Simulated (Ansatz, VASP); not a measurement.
# One calculation of Li, two programs

```
CELL_PARAMETERS angstrom
5.69654 0.00000 0.00000
-2.84827 4.93335 0.00000
0.00000 0.00000 3.81225
ATOMIC_POSITIONS crystal
Li 0.33333 0.66667 0.50027
Li 0.66667 0.33333 0.49973
Li 0.00000 0.71431 0.00000
Li 0.28569 0.28569 0.00000
Li 0.71431 0.00000 0.00000
```

Alike in both runs: functional PBE; k mesh 6 × 6 × 4; occupations gaussian, width 0.1 eV; no spin polarisation.

Ansatz relaxed the structure, and its values are those at the end. VASP's run is a single point on that final structure, the one shown.

|  | VASP | Ansatz |
| --- | --- | --- |
| version | VASP 6.6.1 | Ansatz 0.2.0 |
| potentials or method | VASP PAW PBE potentials, release 64 (Li_sv) | scalar-relativistic, plane waves, PAW |
| plane-wave cutoff (eV) | 520 | 420 |
| valence electrons in the cell | 15 | 15 |

|  | VASP | Ansatz | Ansatz less VASP |
| --- | --- | --- | --- |
| gap on the k mesh at the Fermi level (eV) | none | none | - |
| rms of the force components (eV/Å) | 0.006 | 0.006 | +0.0007 |

A gap of «none» marks a metal or a gap that the smearing closes. The functional is the same, so the differences come from potentials, cutoffs and numerics.

Caveats: the k mesh is coarse (spacing up to 0.41 Å⁻¹), so the values aren't converged.
